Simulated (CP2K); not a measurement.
CdS (Greenockite):

```xyz
4
Lattice="4.1500 0.0000 0.0000 -2.0750 3.5940 0.0000 0.0000 0.0000 6.7370" Properties=species:S:1:pos:R:3 pbc="T T T"
Cd    2.0750    1.1980    3.3685
Cd    0.0000    2.3960    0.0000
S     2.0750    1.1980    5.8949
S     0.0000    2.3960    2.5264
```

Program: CP2K 2026.2. Alike in all runs: task band structure; no spin polarisation; cell as given; k mesh 7 × 7 × 4.

**Question.** Order these runs on this cell by their band gap on the k mesh, lowest first.
A. level TB-mBJ; potentials or basis POTENTIAL_UZH Cd GTH-PBE-q12, S GTH-PBE-q6; TZVP-MOLOPT-PBE-GTH basis; smearing fermi-dirac 0.1 eV; EPS_DEFAULT 1.0E-9; NGRIDS 5; points a segment of the path (NPOINTS) 8; bands added on the path 4; CUTOFF of the grids 675 Ry
B. level LDA; potentials or basis GTH_POTENTIALS Cd GTH-PADE-q12, S GTH-PADE-q6; TZVP-MOLOPT-PBE-GTH basis; smearing fermi-dirac 0.1 eV; EPS_DEFAULT 1.0E-9; NGRIDS 4; points a segment of the path (NPOINTS) 10; bands added on the path 6; CUTOFF of the grids 450 Ry
C. level r2SCAN; potentials or basis POTENTIAL_UZH Cd GTH-SCAN-q12, S GTH-SCAN-q6; TZVP-MOLOPT-SCAN-GTH basis; smearing fermi-dirac 0.0259 eV; EPS_DEFAULT 1.0E-10; NGRIDS 4; points a segment of the path (NPOINTS) 8; bands added on the path 2; CUTOFF of the grids 675 Ry

**Answer.** B (0.89 eV), A (1.05 eV), C (1.57 eV).

Caveats: the basis of atomic orbitals isn't converged, which shifts pressures, moduli and gaps; this is a model potential without an energy functional, so only levels have meaning (some runs).
